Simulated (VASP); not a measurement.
Wanted: the native input for a VASP 6.6.1 run.

| Property | Result |
| --- | --- |
| Task | relaxation of cell and atoms |
| Functional | PBE |
| Potentials or basis | VASP PAW PBE potentials, release 54 (Sn_d) |
| Cutoff | 600 eV |
| k mesh | 10 × 10 × 10 |
| Occupations | fermi-dirac, width 0.05 eV |
| Spin | no spin polarisation |
| Further INCAR settings | ALGO = Fast; EDIFF = 1e-06; IBRION = 2; EDIFFG = -0.01; NSW = 40; ISIF = 3 |

The structure of Sn lies in POSCAR:

```
Sn
1.0
   -1.8946518192      1.8946518192      1.8946518192
    1.8946518192     -1.8946518192      1.8946518192
    1.8946518192      1.8946518192     -1.8946518192
Sn
1
Direct
    0.0000000000      0.0000000000      0.0000000000
```

This isn't the form of Sn at room conditions, which is tetragonal (white tin).

These files were run (other wordings do the same):

INCAR

```
SYSTEM = Sn
PREC     = Accurate       ! precision mode
ENCUT    = 600            ! plane-wave cutoff, eV
EDIFF    = 1E-6           ! SCF threshold, eV
ISMEAR   = -1             ! smearing method
SIGMA    = 0.05           ! smearing width, eV
LREAL    = .FALSE.        ! projectors in reciprocal space
LASPH    = .TRUE.         ! aspherical terms in the spheres
NELM     = 100            ! most SCF steps
ALGO     = Fast           ! electronic algorithm
ISIF     = 3              ! what is computed and relaxed
LWAVE    = .FALSE.        ! write WAVECAR
LCHARG   = .FALSE.        ! write CHGCAR
GGA      = PE             ! functional
IBRION   = 2              ! ionic algorithm
NSW      = 40             ! ionic steps
EDIFFG   = -0.01          ! ionic threshold
```

KPOINTS

```
Automatic mesh
0
G
  10 10 10
  0 0 0
```

Potentials or basis: VASP PAW PBE potentials, release 54 (Sn_d).

Launch:

```sh
$ cat potpaw_PBE.54/Sn_d/POTCAR > POTCAR
$ mpirun -np 1 vasp_std > vasp.out
```

Results of the run:

```
Relaxed volume                         : 27.59 Å³/atom
Relaxed cell                           : a = 3.297 Å, b = 3.297 Å, c = 3.297 Å, α = 109.47°, β = 109.47°, γ = 109.47°
Space group after relaxing (to 0.05 Å) : Im-3m (No. 229)
Energy gained by relaxing              : 0.7 meV/atom
Ionic steps                            : 5
Pressure after relaxing                : 0.0 GPa
Band gap on the k mesh                 : none (metal or under the smearing width)
```

Wall time 98 s on 1 thread of Intel(R) Xeon(R) Platinum 8175M CPU @ 2.50GHz (Skylake/Cascade Lake) (shared host), peak memory 0.17 GiB.
